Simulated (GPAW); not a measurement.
## HgTe (Coloradoite): Fermi surface with C09-vdW

HgTe (Coloradoite):

```
Hg Te
1.0
     0.00000    3.21450    3.21450
     3.21450    0.00000    3.21450
     3.21450    3.21450    0.00000
Hg Te
1 1
Direct
  0.00000 0.00000 0.00000
  0.75000 0.75000 0.75000
```

* Program: GPAW 26.7.0
* Task: Fermi surface
* Functional: C09-vdW
* Potentials or basis: GPAW PAW data sets (gpaw-data 1.2.1), other valence
* Cutoff: 600 eV
* Basis: pw
* k mesh: 7 × 7 × 7
* Occupations: fermi-dirac, width 0.05 eV
* Spin: no spin polarisation
* Maxiter: 150
* Fermi k mesh: 12 × 12 × 12
* Data set: Te 16

```yaml
Band_gap_on_the_k_mesh: none (metal or under the smearing width)
```

Levels at points of the mesh, in eV from the Fermi level:
```
           k point  band 13  band 14  band 15  band 16  band 17  band 18  band 19  band 20  band 21  band 22
(0.00, 0.00, 0.00)    -7.12    -7.12    -0.62    -0.04    -0.04    -0.04     3.99     3.99     3.99     6.44
```

Wall time 98 s on 1 thread of Intel(R) Xeon(R) Platinum 8259CL CPU @ 2.50GHz (Skylake/Cascade Lake), with other jobs on the host, peak memory 0.34 GiB.

 The run has no spin-orbit coupling, so splittings on Hg, Te are missing.
